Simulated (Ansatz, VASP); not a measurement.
## TiAl in VASP and in Ansatz

```xyz
2
Lattice="3.1791 0.0000 0.0000 0.0000 3.1791 0.0000 0.0000 0.0000 3.1791" Properties=species:S:1:pos:R:3 pbc="T T T"
Ti    0.0000    0.0000    0.0000
Al    1.5895    1.5895    1.5895
```

The cell comes from a database or a generator and needn't be the stable form of this composition.

Alike in both runs: functional PBE; k mesh 8 × 8 × 8; no spin polarisation; Hubbard terms Ti d U = 6.2 eV.

|  | VASP | Ansatz |
| --- | --- | --- |
| version | VASP 6.6.1 | Ansatz 0.2.0 |
| potentials or method | VASP PAW PBE potentials, release 64 (Ti_sv, Al) | JTH PAW |
| plane-wave cutoff (eV) | 520 | 1230 |
| occupations | methfessel-paxton of order 1, width 0.1 eV | cold, width 0.1 eV |
| valence electrons in the cell | 15 | 15 |
| task | single point | density of states |

|  | VASP | Ansatz | Ansatz less VASP |
| --- | --- | --- | --- |
| gap on the k mesh at the Fermi level (eV) | none | none | - |
| pressure (GPa) | 8.1 | 8.2 | +0.14 |

The programs project onto different local orbitals, so the same U acts differently. A gap of «none» marks a metal or a gap that the smearing closes.

Caveats: U without spin polarisation on a metal has little footing; the U is typed as a test and isn't derived for this compound; the density of states is complete only up to the lowest level of the last band computed (Ansatz).
